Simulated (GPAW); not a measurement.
Crystal: Al2Au.

```
Au Al
1.0
     0.00000    3.00000    3.00000
     3.00000    0.00000    3.00000
     3.00000    3.00000    0.00000
Au Al
1 2
Cartesian
  0.0000 0.0000 0.0000
  4.5000 4.5000 4.5000
  1.5000 1.5000 1.5000
```

```yaml
Program: GPAW 26.7.0
Task: single point
Functional: PBEsol
Potentials_or_basis: PAW data sets generated in the run's folder for this functional
Cutoff: 600 eV
Basis: pw
k_mesh: 8 × 8 × 8
Occupations: fermi-dirac, width 0.05 eV
Spin: no spin polarisation
```

On this cell: pressure 0.5 GPa; largest force zero by symmetry; band gap on the k mesh none (metal or under the smearing width).

The same run follows on a disturbed copy (atoms moved at random, drawn with an rms of 0.05 Å):

```
Au Al
1.0
     0.00000    3.00000    3.00000
     3.00000    0.00000    3.00000
     3.00000    3.00000    0.00000
Au Al
1 2
Direct
  0.99065 0.99085 0.01134
  0.73103 0.75675 0.76314
  0.24172 0.25162 0.25995
```

Q: What does the disturbed cell give?

A: The energy (extrapolated to zero smearing) moves by +4.1 meV/atom; pressure 0.6 GPa; largest force 0.410 eV/Å; band gap on the k mesh none (metal or under the smearing width).

Forces on the atoms (eV/Å):
```
Au   0.336 -0.104  0.211
Al  -0.247  0.111 -0.041
Al  -0.090 -0.007 -0.170
```

Stress tensor (GPa, compression positive):
```
 0.57 -0.39 -0.37
-0.39  0.64  0.49
-0.37  0.49  0.61
```

Caveats: with this Au data set, volumes or pressures lay over 1.5 % or 2 GPa off other programs in two to four cells of ten.
